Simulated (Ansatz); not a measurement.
A plane-wave DFT run in Ansatz 0.2.0 (scalar-relativistic PAW potentials unless the input names others): input and command.

```yaml
crystal:
  lattice:
    - [0.0, 2.9353336906, 2.9353336906]
    - [2.9353336906, 0.0, 2.9353336906]
    - [2.9353336906, 2.9353336906, 0.0]
  atoms:
    - { symbol: In, position: [0.0, 0.0, 0.0] }
    - { symbol: P, position: [0.75, 0.75, 0.75] }
basis:
  ecutwfc: 420
kpoints:
  mp_grid: { grid: [10, 10, 10] }
hamiltonian:
  xc: pbe
scf:
  occupations: { method: gaussian, width: 0.05 }
  convergence: { dr2_threshold: 1.0e-11 }
output:
  forces: true
  eigenvalues: true
  stress: true
```

```bash
ansatz run input.yaml --threads 2 --pin off --max-ram 5120MiB --backend cpu --events-out ev --progress --plain --runs-dir out
```

Abridged log:
```
Basis set: ecut = 420 eV, 965 PW (Γ), exchange–correlation on 60×60×60 points (8 copies of the dense FFT grid, shifted against one another)
Bands: 13, of which v1, the nominal top of the filled ones, is band 9 counted from 1 (8 counted from 0)
Symmetry: 24 space group operations
k-points: 47 of 1000 (time reversal used)
SCF iter   1: F=—  HF=-6353.989922 eV  |F-HF|=—  |Δ(HF+E_count)|=         —  Δρ=1.99e-3  dr2=4.30e-3  ethr=1.77e-3  ⟨swp⟩=6.4  Hψ=4093  notcnv=0
SCF iter   2: F=—  HF=-6353.987762 eV  |F-HF|=—  |Δ(HF+E_count)|=   2.16e-3  Δρ=1.21e-3  dr2=7.33e-4  ethr=2.39e-5  ⟨swp⟩=2.0  Hψ=1543  notcnv=0
SCF iter   3: F=—  HF=-6353.987562 eV  |F-HF|=—  |Δ(HF+E_count)|=   1.99e-4  Δρ=3.61e-4  dr2=6.64e-5  ethr=4.07e-6  ⟨swp⟩=2.0  Hψ=1031  notcnv=0
SCF iter   4: F=—  HF=-6353.987607 eV  |F-HF|=—  |Δ(HF+E_count)|=   4.48e-5  Δρ=1.12e-4  dr2=5.01e-6  ethr=3.69e-7  ⟨swp⟩=2.0  Hψ=1045  notcnv=0
SCF iter   5: F=—  HF=-6353.987612 eV  |F-HF|=—  |Δ(HF+E_count)|=   5.25e-6  Δρ=6.97e-5  dr2=2.18e-6  ethr=2.79e-8  ⟨swp⟩=2.0  Hψ=1046  notcnv=0
SCF iter   6: F=—  HF=-6353.987610 eV  |F-HF|=—  |Δ(HF+E_count)|=   2.44e-6  Δρ=9.01e-6  dr2=3.21e-8  ethr=1.21e-8  ⟨swp⟩=2.0  Hψ=1056  notcnv=0
SCF iter   7: F=—  HF=-6353.987610 eV  |F-HF|=—  |Δ(HF+E_count)|=   6.20e-9  Δρ=7.67e-7  dr2=4.05e-10  ethr=1.79e-10  ⟨swp⟩=2.0  Hψ=1063  notcnv=0
SCF iter   8: F=—  HF=-6353.987610 eV  |F-HF|=—  |Δ(HF+E_count)|=  5.46e-12  Δρ=4.42e-7  dr2=7.48e-11  ethr=2.25e-12  ⟨swp⟩=2.0  Hψ=1062  notcnv=0
SCF iter   9: F=-6353.987610 eV  HF=-6353.987610 eV  |F-HF|=7.28e-12  |Δ(HF+E_count)|=  2.82e-11  Δρ=1.64e-7  dr2=9.73e-12  ethr=1.00e-12  ⟨swp⟩=5.8  Hψ=3546  notcnv=0
SCF 1 converged in 9 iterations: F = -6353.987610 eV  dr2 = 9.73e-12
SCF converged after 9 iterations
Free energy (F): -6353.987610 eV
Harris-Foulkes:  -6353.987610 eV  (|F-HF|=7.28e-12)
Internal energy: -6353.987610 eV  (E = F + TS)
E sigma→0 (E₀):  -6353.987610 eV
Fermi energy:    7.278710 eV
--- Forces (eV/Å), atoms counted from 1 ---
  atom   1  In     0.00000000     0.00000000     0.00000000
  atom   2  P      0.00000000     0.00000000     0.00000000
--- Stress (GPa, compression-positive) ---
        2.976793       0.000000       0.000000
        0.000000       2.976793       0.000000
        0.000000       0.000000       2.976793
  P = ⅓ Tr σ = 2.9768 GPa (29.768 kbar)
```

Apart from outputs and empty bands, the input differs from a reference run on usual settings in scf.convergence.dr2_threshold: not typed → 1e-11. The reference, at the same geometry (not necessarily relaxed), gave pressure 2.98 GPa, largest force 0.000 eV/Å, gap on the mesh 0.69 eV. This run converged in 9 SCF iterations (reference: 6) with an energy at zero smearing within 0.01 meV/atom of the reference's, pressure 2.98 GPa, largest force 0.000 eV/Å, gap on the mesh 0.69 eV.

The run took 2.1 s on 2 threads of Intel(R) Xeon(R) Processor @ 2.70GHz, with other jobs on the host, peak memory 0.37 GiB.